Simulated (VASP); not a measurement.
# Settings for CdS: relaxation of the atoms

CdS, P1 (no. 1), 8 atoms in the cell. PBE, relaxation of the atoms; PAW potentials Cd, S (PBE set). VASP 6.6.1.

Wanted: energy within 1 meV/atom; two shortest distances of each atom within 0.01 Å.

POSCAR:
```
CdS
1.0
    5.8330000000      0.0000000000      0.0000000000
    0.0000000000      5.8330000000      0.0000000000
    0.0000000000      0.0000000000      5.8330000000
Cd S
4 4
Direct
    0.0076610000      0.0049330000      0.0010620000
    0.4880780000      0.5059280000      0.0024390000
    0.4971790000      0.0020770000      0.5014670000
    0.0070500000      0.4955120000      0.5036310000
    0.7448090000      0.7432390000      0.7414110000
    0.2606690000      0.2456460000      0.7436630000
    0.2442690000      0.7421200000      0.2472340000
    0.7502830000      0.2605450000      0.2590940000
```

The series start from Force threshold EDIFFG (eV/Å): -0.02; Electronic threshold EDIFF (eV): 1e-6; Relaxation method: conjugate gradient, POTIM 0.5; Mixing and least electronic steps: default. Each series keeps the choices made before it, and each single choice may use up half of a tolerance.

## Force threshold EDIFFG (eV/Å)

| Force threshold EDIFFG (eV/Å) | Energy less reference (meV/atom) | Two shortest distances of each atom, largest deviation (Å) | Time (s) |
|---|---|---|---|
| -0.1 | 0.4 | 0.014 | 11 |
| -0.05 | 0.3 | 0.006 | 15 |
| -0.03 | 0.1 | 0.005 | 21 |
| -0.02 | 0.0 | 0.002 | 34 |
| -0.01 | 0.0 | 0.001 | 27 |
| -0.005 | 0.0 | 0.000 | 31 |
| -0.002 (reference) | 0.0 | 0.000 | 39 |

Chosen: -0.02, the loosest value from which every tighter one stays within half of the tolerance.

## Electronic threshold EDIFF (eV)

| Electronic threshold EDIFF (eV) | Energy less reference (meV/atom) | Two shortest distances of each atom, largest deviation (Å) | Time (s) |
|---|---|---|---|
| 0.001 | 0.3 | 0.006 | 10 |
| 0.0001 | 0.0 | 0.003 | 20 |
| 1e-5 | 0.0 | 0.001 | 28 |
| 1e-6 | 0.0 | 0.001 | 34 |
| 1e-7 (reference) | 0.0 | 0.000 | 33 |

Chosen: 0.0001.

## Relaxation method

| Relaxation method | Energy less reference (meV/atom) | Two shortest distances of each atom, largest deviation (Å) | SCF iterations | Time (s) |
|---|---|---|---|---|
| conjugate gradient, POTIM 0.5 | 0.0 | 0.000 | 50 | 20 |
| conjugate gradient, POTIM 0.2 | 0.0 | 0.001 | 68 | 26 |
| conjugate gradient, POTIM 1.0 | 0.0 | 0.002 | 62 | 24 |
| quasi-Newton, POTIM 0.5 | 0.2 | 0.004 | 26 | 9.4 |
| quasi-Newton, POTIM 0.3, 10 steps kept | 0.1 | 0.002 | 48 | 19 |
| quasi-Newton, POTIM 0.5, at least 5 electronic steps | 0.0 | 0.002 | 46 | 15 |
| damped dynamics, POTIM 0.2, SMASS 0.4 | 0.0 | 0.002 | 68 | 25 |
| damped dynamics, POTIM 0.4, SMASS 0.8 | 0.1 | 0.002 | 45 | 19 |
| velocity quench, POTIM 0.1 | 0.1 | 0.002 | 37 | 14 |

Chosen: quasi-Newton, POTIM 0.5, the fastest of those that stay within half of the tolerance.

## Mixing and least electronic steps

| Mixing and least electronic steps | Energy less reference (meV/atom) | Two shortest distances of each atom, largest deviation (Å) | SCF iterations | Time (s) |
|---|---|---|---|---|
| default | 0.0 | 0.000 | 26 | 9.4 |
| MAXMIX 40 | -0.1 | 0.001 | 33 | 12 |
| NELMIN 4 | -0.2 | 0.006 | 42 | 15 |
| NELMIN 4, MAXMIX 40 | -0.2 | 0.004 | 42 | 16 |
| ALGO Fast | 0.0 | 0.001 | 40 | 15 |

Chosen: default; no other choice that stays within half of the tolerance saves 30 % of the time.

## All choices together

| Input | Energy less reference (meV/atom) | Two shortest distances of each atom, largest deviation (Å) | Time (s) |
|---|---|---|---|
| program defaults (naive) | 0.3 | 0.008 | 13 |
| chosen settings | 0.3 | 0.007 | 9.4 |
| reference settings throughout | 0.0 | 0.000 | 37 |

The tolerance is met.

## The input

INCAR:
```
SYSTEM = CdS
ALGO     = Normal         ! electronic algorithm
EDIFF    = 1E-4           ! SCF threshold, eV
EDIFFG   = -0.02          ! ionic threshold
ENCUT    = 350            ! plane-wave cutoff, eV
IBRION   = 1              ! ionic algorithm
ISIF     = 2              ! what is computed and relaxed
ISMEAR   = 0              ! smearing method
KPAR     = 8            
LASPH    = .TRUE.         ! aspherical terms in the spheres
LCHARG   = .FALSE.        ! write CHGCAR
LREAL    = .FALSE.        ! projectors in reciprocal space
LWAVE    = .FALSE.        ! write WAVECAR
NELM     = 100            ! most SCF steps
NSW      = 150            ! ionic steps
POTIM    = 0.5            ! step
PREC     = Normal         ! precision mode
SIGMA    = 0.05           ! smearing width, eV
```

KPOINTS:
```
k-points
0
Gamma
  3 3 3
```

Commands:
```
cat potpaw_PBE.64/Cd/POTCAR potpaw_PBE.64/S/POTCAR > POTCAR
mpirun -np 8 vasp_std > vasp.out
```

The naive input happens to agree within the tolerance here, in 13 s.

Limits: the start was distorted on purpose (atoms moved at random), so the space group given is the start's and not the crystal's.

The chosen input took VASP 6.6.1 9.4 s on 8 cores (Intel Xeon 6975P-C (Granite Rapids)), a shared host.

## An input that fails: ionic step far too long

VASP's message: internal error in: us.F  at line: 1398 internal ERROR SETYLM_AUG: -9 29 1559 47 -10 28 28 If you are not a developer, you should not encounter this problem. Please submit a bug report.

Changes against the starting input:
```
- NELM = 100
- IBRION = 2
- NSW = 150
- POTIM = 0.5
+ NELM = 60
+ IBRION = 3
+ NSW = 30
+ POTIM = 5.0
+ SMASS = 0.4
```
